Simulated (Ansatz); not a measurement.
Nudged elastic band run: Zr8N9

input.yaml

```yaml
crystal:
  lattice:
    - [0.0, 4.537, 4.537]
    - [4.537, 0.0, 4.537]
    - [4.537, 4.537, 0.0]
  atoms:
    - { symbol: Zr, position: [-0.00042203, -0.00101079, -0.00030054] }
    - { symbol: "N", position: [0.25107359, 0.25045664, 0.25119756] }
    - { symbol: Zr, position: [-0.00043704, -0.00102101, 0.5013646] }
    - { symbol: "N", position: [0.2511454, 0.25046453, 0.74666199] }
    - { symbol: Zr, position: [-0.00043789, 0.50064159, -0.00031475] }
    - { symbol: "N", position: [0.25103913, 0.74603049, 0.251201] }
    - { symbol: Zr, position: [0.00255329, 0.49853128, 0.49924179] }
    - { symbol: "N", position: [0.20456691, 0.76440881, 0.76534418] }
    - { symbol: Zr, position: [0.50124586, -0.00102105, -0.00031767] }
    - { symbol: "N", position: [0.74650938, 0.25044919, 0.2512911] }
    - { symbol: Zr, position: [0.4991128, 0.00191878, 0.49925025] }
    - { symbol: "N", position: [0.76517451, 0.20388111, 0.76530066] }
    - { symbol: Zr, position: [0.49911504, 0.49854651, 0.00267969] }
    - { symbol: "N", position: [0.76521506, 0.76440996, 0.20470381] }
    - { symbol: Zr, position: [0.4990994, 0.49859329, 0.49920902] }
    - { symbol: "N", position: [0.76516919, 0.76439516, 0.76528727] }
    - { symbol: "N", position: [0.62498631, 0.6243716, 0.62511085] }
basis:
  ecutwfc: 420.0
kpoints:
  mp_grid: { grid: [4, 4, 4] }
hamiltonian:
  xc: pbesol
  pseudopotentials: { kind: paw, azcp: { folder: soft_1 } }
scf:
  occupations: { method: fermi_dirac, width: 0.1 }
  lower_state_search: "off"
neb:
  images: 5
  f_tol: 0.03
  initial_path: idpp
  max_iterations: 40
  spring: 10.0
  final_atoms:
    - { symbol: Zr, position: [-0.00050928, -0.00023011, 0.00046722] }
    - { symbol: "N", position: [0.29625871, 0.23426691, 0.23483026] }
    - { symbol: Zr, position: [0.00153643, -0.00323127, 0.50093318] }
    - { symbol: "N", position: [0.24964932, 0.25266469, 0.74893383] }
    - { symbol: Zr, position: [0.00161008, 0.5002097, -0.00254565] }
    - { symbol: "N", position: [0.24965901, 0.74811654, 0.2535903] }
    - { symbol: Zr, position: [0.00159079, 0.50022863, 0.5009211] }
    - { symbol: "N", position: [0.2496369, 0.74815201, 0.74884996] }
    - { symbol: Zr, position: [0.50115597, -0.00018198, 0.00044432] }
    - { symbol: "N", position: [0.73575031, 0.23424865, 0.23477396] }
    - { symbol: Zr, position: [0.50116604, -0.0001886, 0.49875572] }
    - { symbol: "N", position: [0.73575475, 0.234226, 0.79543524] }
    - { symbol: Zr, position: [0.50113115, 0.49817123, 0.00043568] }
    - { symbol: "N", position: [0.73576336, 0.79471518, 0.2348424] }
    - { symbol: Zr, position: [0.49822994, 0.50016416, 0.500905] }
    - { symbol: "N", position: [0.75414589, 0.74813738, 0.74897864] }
    - { symbol: "N", position: [0.87578907, 0.37433918, 0.3750329] }
  order_check: true
```

Launched with:

```bash
$ ansatz run input.yaml --threads 4 --pin off --max-ram 10240MiB --backend cpu --events-out ev --progress --plain --runs-dir out
```

Output, in part (warnings, iteration lines):

```
NEB end point (image 0): max|allowed force component| = 1.756e-2 eV/Å (the criterion of neb.relax_end_points is 1.000e-2)
NEB end point (image 6): max|allowed force component| = 1.796e-2 eV/Å (the criterion of neb.relax_end_points is 1.000e-2)
NEB iter   1: max|band force component| = 7.422e0 eV/Å  barrier→ = 4.2373 eV  barrier← = 4.2373 eV  Δτ_max = 0.1377 Å  (74 SCF iters)
NEB iter   2: max|band force component| = 3.421e0 eV/Å  barrier→ = 2.6186 eV  barrier← = 2.6186 eV  Δτ_max = 0.0994 Å  (45 SCF iters)
NEB iter   3: max|band force component| = 2.598e0 eV/Å  barrier→ = 2.0997 eV  barrier← = 2.0998 eV  Δτ_max = 0.1997 Å  (43 SCF iters)
NEB iter   4: max|band force component| = 4.826e0 eV/Å  barrier→ = 2.0046 eV  barrier← = 2.0046 eV  Δτ_max = 0.1001 Å  (45 SCF iters)
NEB iter   5: max|band force component| = 1.884e0 eV/Å  barrier→ = 1.6293 eV  barrier← = 1.6293 eV  Δτ_max = 0.0774 Å  (42 SCF iters)
NEB iter   6: max|band force component| = 1.287e0 eV/Å  barrier→ = 1.4820 eV  barrier← = 1.4820 eV  Δτ_max = 0.1947 Å  (40 SCF iters)
NEB iter   7: max|band force component| = 1.834e0 eV/Å  barrier→ = 1.1745 eV  barrier← = 1.1745 eV  Δτ_max = 0.0987 Å  (45 SCF iters)
NEB iter   8: max|band force component| = 1.353e0 eV/Å  barrier→ = 1.1412 eV  barrier← = 1.1412 eV  Δτ_max = 0.1980 Å  (41 SCF iters)
NEB iter   9: max|band force component| = 6.878e-1 eV/Å  barrier→ = 1.0232 eV  barrier← = 1.0232 eV  Δτ_max = 0.1974 Å  (45 SCF iters)
NEB iter  10: max|band force component| = 7.811e0 eV/Å  barrier→ = 2.1630 eV  barrier← = 2.1630 eV  Δτ_max = 0.0995 Å  (44 SCF iters)
NEB iter  11: max|band force component| = 2.496e0 eV/Å  barrier→ = 1.2755 eV  barrier← = 1.2755 eV  Δτ_max = 0.0754 Å  (38 SCF iters)
NEB iter  12: max|band force component| = 9.735e-1 eV/Å  barrier→ = 1.0751 eV  barrier← = 1.0751 eV  Δτ_max = 0.0634 Å  (39 SCF iters)
NEB iter  13: max|band force component| = 6.132e-1 eV/Å  barrier→ = 0.9581 eV  barrier← = 0.9581 eV  CI = image 5  Δτ_max = 0.1967 Å  (38 SCF iters)
NEB iter  14: max|band force component| = 1.909e0 eV/Å  barrier→ = 1.3962 eV  barrier← = 1.3962 eV  CI = image 3  Δτ_max = 0.0997 Å  (41 SCF iters)
NEB iter  15: max|band force component| = 1.737e0 eV/Å  barrier→ = 1.0830 eV  barrier← = 1.0830 eV  CI = image 3  Δτ_max = 0.1650 Å  (40 SCF iters)
NEB iter  16: max|band force component| = 1.105e0 eV/Å  barrier→ = 1.1075 eV  barrier← = 1.1075 eV  CI = image 5  Δτ_max = 0.1990 Å  (41 SCF iters)
NEB iter  17: max|band force component| = 6.165e-1 eV/Å  barrier→ = 1.0687 eV  barrier← = 1.0687 eV  CI = image 5  Δτ_max = 0.0554 Å  (41 SCF iters)
NEB iter  18: max|band force component| = 6.262e-1 eV/Å  barrier→ = 1.0625 eV  barrier← = 1.0625 eV  CI = image 5  Δτ_max = 0.0947 Å  (38 SCF iters)
NEB iter  19: max|band force component| = 6.862e-1 eV/Å  barrier→ = 0.9887 eV  barrier← = 0.9887 eV  CI = image 5  Δτ_max = 0.0592 Å  (38 SCF iters)
NEB iter  20: max|band force component| = 3.685e-1 eV/Å  barrier→ = 1.0066 eV  barrier← = 1.0066 eV  CI = image 5  Δτ_max = 0.0290 Å  (34 SCF iters)
NEB iter  21: max|band force component| = 5.145e-2 eV/Å  barrier→ = 1.0125 eV  barrier← = 1.0125 eV  CI = image 5  Δτ_max = 0.0090 Å  (31 SCF iters)
NEB iter  22: max|band force component| = 2.307e-2 eV/Å  barrier→ = 1.0120 eV  barrier← = 1.0120 eV  CI = image 5  Δτ_max = 0.0000 Å  (428 SCF iters)
```

The forces met the threshold. The profile has 2 maxima (images 2, 5) with wells between them (image 3): this band takes more than one step, which may be the mechanism or a detour left from its start path. By the program's own check the climbing image is a first-order saddle point (lowest curvatures found: -18.68 and 6.67 eV/Å²). Limits of this set-up: coarse k mesh, odd electron count without spin, PAW files made for another functional.

Final band (atoms are numbered from 1 in the order of the input):

```tsv
image	path coordinate (Å)	energy (eV)	Zr11–N17 (Å)	Zr13–N17 (Å)	Zr3–N17 (Å)
0	0.00	0.00	1.98	1.98	3.76
1	0.67	0.90	2.41	1.99	3.31
2	1.35	0.95	2.99	2.04	2.89
3	2.02	0.88	3.47	2.34	2.21
4	2.69	0.93	3.72	2.99	2.01
5	3.37	1.01	3.71	3.38	1.97
6	3.89	0.00	3.76	3.76	1.98
```

Run time: 44 min on 4 threads of Arm Neoverse V2, with other jobs on the host, peak memory 3.3 GiB.
